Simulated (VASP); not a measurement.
# C in VASP: density of states with PBE

Aim: the density of states of C with PBE.

All numbers are computed with VASP 6.6.1; they aren't measurements. Logs are shortened: lines on timing, memory, paths and dates and some standing lists are left out, and cuts for length are marked.

### 1 The slab as given

The cell holds a slab with vacuum, 4 atoms: a = 2.496 Å, b = 2.429 Å, c = 24.057 Å, α = 88.84°, β = 91.04°, γ = 120.28°.

The slab is cut from a database's or a generator's crystal, which needn't be the stable form of the element.

### 2 Density of states, PBE

File POSCAR:

```
C
1.0
    2.4954000000      0.0133800000     -0.0224300000
   -1.2361100000      2.0911600000      0.0246100000
   -0.2204000000      0.1519500000     24.0552000000
C
4
Direct
    0.9951900000      0.9914900000      0.5712500000
    0.9928200000      0.9849200000      0.4285200000
    0.3485100000      0.6762100000      0.4283900000
    0.6511400000      0.3304200000      0.5696400000
```

File INCAR.step1:

```
SYSTEM = C
  PREC = Accurate
  ENCUT = 520
  EDIFF = 1E-6
  ISMEAR = 1
  SIGMA = 0.15
  LREAL = .False.
  LASPH = .True.
  NELM = 100
  ALGO = Normal
  ISIF = 2
  LWAVE = .False.
  LCHARG = .True.
  GGA = PE
  NBANDS = 16
```

File KPOINTS.step1:

```
Automatic mesh
0
Gamma
  7 7 1
  0 0 0
```

File INCAR.step2:

```
SYSTEM = C
  PREC = Accurate
  ENCUT = 520
  EDIFF = 1E-6
  ISMEAR = -5
  SIGMA = 0.15
  LREAL = .False.
  LASPH = .True.
  NELM = 100
  ALGO = Normal
  ISIF = 2
  LWAVE = .False.
  LCHARG = .False.
  GGA = PE
  LORBIT = 11
  NEDOS = 1001
  ICHARG = 11
```

File KPOINTS.step2:

```
Automatic mesh
0
Gamma
  11 11 1
  0 0 0
```

Potentials or basis: VASP PAW PBE potentials, release 64 (C).

Run with:

```bash
$ cat potpaw_PBE.64/C/POTCAR > POTCAR
$ cp INCAR.step1 INCAR
$ cp KPOINTS.step1 KPOINTS
$ mpirun -np 1 vasp_std > vasp.out
$ cp INCAR.step2 INCAR
$ cp KPOINTS.step2 KPOINTS
$ mpirun -np 1 vasp_std > vasp.out
```

OUTCAR:

```text
SYSTEM = C
   PREC = Accurate
   ENCUT = 520
   EDIFF = 1E-6
   ISMEAR = -5
   LREAL = .False.
   LASPH = .True.
   NELM = 100
   ISIF = 2
   GGA = PE
   LORBIT = 11
   ICHARG = 11

 ion  position               nearest neighbor table
   1  0.995  0.991  0.571-   4 1.39   4 1.41   4 1.46
   2  0.993  0.985  0.429-   3 1.39   3 1.42   3 1.45
   3  0.349  0.676  0.428-   2 1.39   2 1.42   2 1.45
   4  0.651  0.330  0.570-   1 1.39   1 1.41   1 1.46

  LATTYP: Found a triclinic cell.
 ALAT       =     2.4293051949
 B/A-ratio  =     1.0095603729
 C/A-ratio  =     9.9027037026
 COS(alpha) =     0.0016047129
 COS(beta)  =     0.0202287444
 COS(gamma) =     0.4774066888

  Lattice vectors:

 A1 = (   1.2361100000,  -2.0911600000,  -0.0246100000)
 A2 = (  -1.2592900000,  -2.1045400000,  -0.0021800000)
 A3 = (   0.2204000000,  -0.1519500000, -24.0552000000)

Analysis of symmetry for initial positions (statically):
=====================================================================
 Subroutine PRICEL returns:
 Original cell was already a primitive cell.

 Routine SETGRP: Setting up the symmetry group for a
 triclinic supercell.

 Subroutine GETGRP returns: Found  1 space group operations
 (whereof  1 operations were pure point group operations)
 out of a pool of  2 trial point group operations.

The static configuration has the point symmetry C_1 .

Analysis of symmetry for dynamics (positions and initial velocities):
=====================================================================
 Subroutine PRICEL returns:
 Original cell was already a primitive cell.

 Routine SETGRP: Setting up the symmetry group for a
 triclinic supercell.

 Subroutine GETGRP returns: Found  1 space group operations
 (whereof  1 operations were pure point group operations)
 out of a pool of  2 trial point group operations.

The dynamic configuration has the point symmetry C_1 .

 Subroutine INISYM returns: Found  1 space group operations
 (whereof  1 operations are pure point group operations),
 and found     1 'primitive' translations

----------------------------------------------------------------------------------------

                                     Primitive cell

  volume of cell :     125.9091

  direct lattice vectors                    reciprocal lattice vectors
     2.495400000  0.013380000 -0.022430000     0.399490816  0.236118336  0.002168745
    -1.236110000  2.091160000  0.024610000    -0.002583346  0.476712155 -0.003034927
    -0.220400000  0.151950000 24.055200000     0.000375144 -0.000267541  0.041576180

  length of vectors
     2.495536674  2.429305195 24.056689548     0.464057630  0.476728815  0.041578734

  position of ions in fractional coordinates (direct lattice)
     0.995190000  0.991490000  0.571250000
     0.992820000  0.984920000  0.428520000
     0.348510000  0.676210000  0.428390000
     0.651140000  0.330420000  0.569640000

  ion indices of the primitive-cell ions
   primitive index   ion index
                 1           1
                 2           2
                 3           3
                 4           4

----------------------------------------------------------------------------------------

 KPOINTS: Automatic mesh

Automatic generation of k-mesh.
 Grid dimensions read from file:
 generate k-points for:   11   11    1

 Generating k-lattice:

  Cartesian coordinates                     Fractional coordinates (reciprocal lattice)
     0.036317347  0.021465303  0.000197159     0.090909091  0.000000000  0.000000000
    -0.000234850  0.043337469 -0.000275902     0.000000000  0.090909091 -0.000000000
     0.000375144 -0.000267541  0.041576180     0.000000000  0.000000000  1.000000000

  Length of vectors
     0.042187057  0.043338983  0.041578734

  Shift w.r.t. Gamma in fractional coordinates (k-lattice)
     0.000000000  0.000000000  0.000000000

 TETIRR: Found    360 inequivalent tetrahedra from      726

 Subroutine IBZKPT returns following result:
 ===========================================

 Found     61 irreducible k-points:

 Following reciprocal coordinates:
            Coordinates               Weight
  0.000000  0.000000  0.000000      1.000000
  0.090909 -0.000000 -0.000000      2.000000
  0.181818 -0.000000  0.000000      2.000000
  0.272727 -0.000000  0.000000      2.000000
  0.363636 -0.000000 -0.000000      2.000000
  0.454545 -0.000000  0.000000      2.000000
[... 16 lines left out ...]
  0.454545  0.181818  0.000000      2.000000
 -0.454545  0.181818  0.000000      2.000000
 [... further k-points ...]
   k-points           NKPTS =     61   k-points in BZ     NKDIM =     61   number of bands    NBANDS=     12
   number of dos      NEDOS =   1001   number of ions     NIONS =      4
   total plane-waves  NPLWV =  64800
   dimension x,y,z NGX =    20 NGY =   18 NGZ =  180
   dimension x,y,z NGXF=    40 NGYF=   36 NGZF=  360
   ions per type =               4
   NGX,Y,Z   is equivalent  to a cutoff of  13.32, 12.32, 12.44 a.u.
   NGXF,Y,Z  is equivalent  to a cutoff of  26.65, 24.64, 24.88 a.u.
 SYSTEM =  C
   PREC   = accura    normal or accurate (medium, high low for compatibility)
   ISTART =      0    job   : 0-new  1-cont  2-samecut
   ICHARG =     11    charge: 1-file 2-atom 10-const
   ISPIN  =      1    spin polarized calculation?
   LNONCOLLINEAR =      F non collinear calculations
   LSORBIT =      F    spin-orbit coupling
   LASPH  =      T    aspherical Exc in radial PAW
   ENCUT  =  520.0 eV  38.22 Ry    6.18 a.u.   4.64  4.52 44.73*2*pi/ulx,y,z
   NELM   =    100;   NELMIN=  2; NELMDL=  0     # of ELM steps
   EDIFF  = 0.1E-05   stopping-criterion for ELM
   LREAL  =      F    real-space projection
   EDIFFG = 0.1E-04   stopping-criterion for IOM
   NSW    =      0    number of steps for IOM
   IBRION =     -1    ionic relax: 0-MD 1-quasi-New 2-CG
   NFREE  =      0    steps in history (QN), initial steepest desc. (CG)
   ISIF   =      2    stress and relaxation
   ISYM   =      2    0-nonsym 1-usesym 2-fastsym
   POTIM  = 0.5000    time-step for ionic-motion
   TEBEG  =    0.0;   TEEND  =   0.0 temperature during run
   PSTRESS=    0.0 pullay stress
   NELECT =      16.0000    total number of electrons
   NUPDOWN=      -1.0000    fix difference up-down
   EMIN   =  10.00;   EMAX   =-10.00  energy-range for DOS
   EFERMI =   0.00;   METHOD = LEGACY
   ISMEAR =    -5;   SIGMA  =   0.15  broadening in eV -4-tet -1-fermi 0-gaus
   EFERMI_NEDOS =   21; number of points for ismear=-14 and -15
   IALGO  =     38    algorithm
   IMIX   =      4    mixing-type and parameters
     AMIX     =   0.40;   BMIX     =  1.00
     AMIX_MAG =   1.60;   BMIX_MAG =  1.00
  volume/ion in A,a.u.               =      31.48       212.42
  Fermi-wavevector in a.u.,A,eV,Ry     =   0.823055  1.555349  9.216863  0.677420
  Thomas-Fermi vector in A             =   1.934499
   LORBIT       =     11    0 simple, 1 ext, 2 COOP (PROOUT), +10 PAW based schemes
   GGA     = PE    functional components
   LHFCALC =     F    Hartree Fock is set to
   AEXX    =    0.0000 exact exchange contribution
   IVDW    =     0    specifies the selected vdW correction
   LEPSILON=     F    determine dielectric tensor
   LRPA    =     F    only Hartree local field effects (RPA)
 non-spin polarized calculation
 Fermi weights with tetrahedron method with Bloechl corrections
  energy-cutoff  :      520.00
  volume of cell :      125.91
 maximum number of plane-waves:      3437

 number of electron      16.0000000 magnetization

 Free energy of the ion-electron system (eV)
  ---------------------------------------------------
  ext. energy  EPLUGINS =         0.00000000
  ---------------------------------------------------
  free energy    TOTEN  =       -36.71434661 eV

  energy without entropy =      -36.71434661  energy(sigma->0) =      -36.71434661

 E-fermi :  -2.2131     XC(G=0):  -3.2669

 val. band max:       -2.2365603639   @ k =   0.2727   0.3636  -0.0000
 cond. band min:      -1.2547038133   @ k =   0.2727   0.3636  -0.0000
 fundamental gap:      0.9818565506
 Fermi energy:        -2.2130933865

 k-point     1 :       0.0000    0.0000    0.0000
  band No.  band energies     occupation
      1     -21.3882      2.00000
      2     -21.2531      2.00000
      3      -9.8424      2.00000
      4      -8.9535      2.00000
      5      -5.6505      2.00000
      6      -5.3091      2.00000
      7      -4.2101      2.00000
      8      -3.7869      2.00000
      9       1.6524      0.00000
     10       2.0312      0.00000
     11       2.5908      0.00000
     12       3.3354      0.00000

 k-point     2 :       0.0909   -0.0000   -0.0000
  band No.  band energies     occupation
      1     -21.1968      2.00000
      2     -21.0634      2.00000
      3      -9.6086      2.00000
      4      -8.7261      2.00000
      5      -6.3182      2.00000
      6      -6.0294      2.00000
      7      -4.6529      2.00000
      8      -4.2805      2.00000
      9       1.9095      0.00000
     10       2.2925      0.00000
     11       2.8571      0.00000
     12       3.5999      0.00000

 k-point     3 :       0.1818   -0.0000    0.0000
  band No.  band energies     occupation
      1     -20.6252      2.00000
      2     -20.4966      2.00000
      3      -8.9137      2.00000
      4      -8.0564      2.00000
      5      -8.0262      2.00000
      6      -7.8326      2.00000
      7      -5.6029      2.00000
      8      -5.3183      2.00000
      9       2.6797      0.00000
     10       3.0743      0.00000
     11       3.6561      0.00000
     12       4.3919      0.00000
[... 286 lines left out ...]
 k-point    23 :       0.4545    0.1818    0.0000
  band No.  band energies     occupation
      1     -16.3295      2.00000
      2     -16.2269      2.00000
      3     -14.1244      2.00000
      4     -13.9912      2.00000
      5      -9.9116      2.00000
      6      -9.7157      2.00000
      7      -4.0386      2.00000
      8      -3.4844      2.00000
      9      -0.3700      0.00000
     10       0.0619      0.00000
     11       8.5936      0.00000
     12       8.9147      0.00000

 k-point    24 :      -0.4545    0.1818    0.0000
  band No.  band energies     occupation
      1     -17.8676      2.00000
      2     -17.7639      2.00000
      3     -12.1716      2.00000
      4     -11.9666      2.00000
      5      -9.5635      2.00000
      6      -9.2385      2.00000
      7      -5.6698      2.00000
      8      -4.9378      2.00000
      9       1.5855      0.00000
     10       1.9985      0.00000
     11       6.4685      0.00000
     12       6.8787      0.00000

 [... further k-points ...]

------------------------ aborting loop because EDIFF is reached ----------------------------------------

  FORCE on cell =-STRESS in cart. coord.  units (eV):
  Direction    XX          YY          ZZ          XY          YZ          ZX
  --------------------------------------------------------------------------------------
  -------------------------------------------------------------------------------------
  Total       -1.3369890      3.6905069      0.2638375     -0.4568639      0.0678268     -0.0408290
  in kB      -17.0130143     46.9612293      3.3572987     -5.8135342      0.8630872     -0.5195434
  external PRESSURE =      11.1018379 kB  Pullay stress =       0.0000000 kB

 VOLUME and BASIS-vectors are now :
 -----------------------------------------------------------------------------
  energy-cutoff  :      520.00
  volume of cell :      125.91
      direct lattice vectors                 reciprocal lattice vectors
     2.495400000  0.013380000 -0.022430000     0.399490816  0.236118336  0.002168745
    -1.236110000  2.091160000  0.024610000    -0.002583346  0.476712155 -0.003034927
    -0.220400000  0.151950000 24.055200000     0.000375144 -0.000267541  0.041576180

 POSITION                                       TOTAL-FORCE (eV/Angst)
 -----------------------------------------------------------------------------------
      1.13190      2.17348     13.74361        -1.561813      1.044540     -0.578161
      1.16557      2.13802     10.31010         1.371608      2.430493     -0.091005
     -0.06062      1.48382     10.31383        -1.373501     -2.427961     -0.000899
      1.09087      0.78623     13.69633         1.563706     -1.047072      0.670065
 -----------------------------------------------------------------------------------
    total drift:                                0.000054     -0.000073     -0.000050

  FREE ENERGIE OF THE ION-ELECTRON SYSTEM (eV)
  ---------------------------------------------------
  free  energy   TOTEN  =       -36.7143466129 eV

  energy  without entropy=      -36.7143466129  energy(sigma->0) =      -36.71434661

 total charge

# of ion       s       p       d       tot
------------------------------------------
    1        0.866   1.795   0.000   2.661
    2        0.865   1.794   0.000   2.659
    3        0.865   1.795   0.000   2.660
    4        0.866   1.797   0.000   2.662
--------------------------------------------------
tot          3.462   7.180   0.000  10.642
```

Run time: 2.1 min. Hardware: 1 thread of AMD EPYC 7R13 (Zen 3), shared host; peak memory 0.21 GiB.

Results:

```
Valence electrons inside the program's atomic spheres : C 2.66
```

Levels at points of the mesh, in eV from the valence-band top:
```tsv
k point	band 5	band 6	band 7	band 8	band 9	band 10	band 11	band 12
(0.00, 0.00, 0.00)	-3.41	-3.07	-1.97	-1.55	3.89	4.27	4.83	5.57
```

States per cell in windows of 0.5 eV (zero at the valence-band top; states under -8 eV left out):
```csv
from (eV),total,C4_p,C1_p,C2_p,C3_p,C3_s,C2_s
-8.0,0.44,0.07,0.07,0.07,0.07,0.01,0.01
-7.5,0.63,0.09,0.09,0.09,0.09,0.01,0.01
-7.0,0.84,0.12,0.12,0.13,0.13,0.01,0.01
-6.5,0.89,0.16,0.16,0.12,0.12,0.01,0.01
-6.0,0.79,0.12,0.12,0.13,0.13,0.01,0.01
-5.5,0.63,0.10,0.10,0.11,0.11,0.01,0.01
-5.0,0.68,0.12,0.12,0.09,0.09,0.00,0.00
-4.5,0.73,0.11,0.11,0.12,0.12,0.00,0.00
-4.0,0.62,0.09,0.09,0.10,0.10,0.00,0.00
-3.5,0.50,0.08,0.08,0.07,0.07,0.00,0.00
-3.0,0.50,0.07,0.07,0.07,0.07,0.00,0.00
-2.5,0.50,0.06,0.06,0.07,0.07,0.00,0.00
-2.0,0.46,0.05,0.05,0.07,0.07,0.00,0.00
-1.5,0.26,0.03,0.03,0.03,0.03,0.00,0.00
-1.0,0.16,0.02,0.02,0.02,0.02,0.00,0.00
-0.5,0.07,0.01,0.01,0.01,0.01,0.00,0.00
0.0,0.00,0.00,0.00,0.00,0.00,0.00,0.00
0.5,0.00,0.00,0.00,0.00,0.00,0.00,0.00
1.0,0.08,0.01,0.01,0.01,0.01,0.00,0.00
1.5,0.24,0.03,0.03,0.03,0.03,0.00,0.00
2.0,0.42,0.06,0.06,0.05,0.05,0.00,0.00
2.5,0.39,0.05,0.05,0.05,0.05,0.00,0.00
3.0,0.33,0.04,0.04,0.04,0.04,0.00,0.00
3.5,0.28,0.03,0.03,0.04,0.04,0.00,0.00
4.0,0.36,0.03,0.03,0.03,0.03,0.00,0.00
4.5,0.47,0.03,0.03,0.03,0.03,0.00,0.00
5.0,0.56,0.03,0.03,0.03,0.03,0.00,0.00
5.5,0.80,0.04,0.04,0.04,0.04,0.00,0.00
6.0,0.61,0.02,0.02,0.03,0.03,0.00,0.00
6.5,0.35,0.01,0.01,0.00,0.00,0.00,0.00
7.0,0.61,0.01,0.01,0.01,0.01,0.01,0.01
7.5,0.49,0.01,0.01,0.01,0.01,0.01,0.01
```

Caveat: the k mesh is coarse (spacing up to 0.43 Å⁻¹), so the values aren't converged.
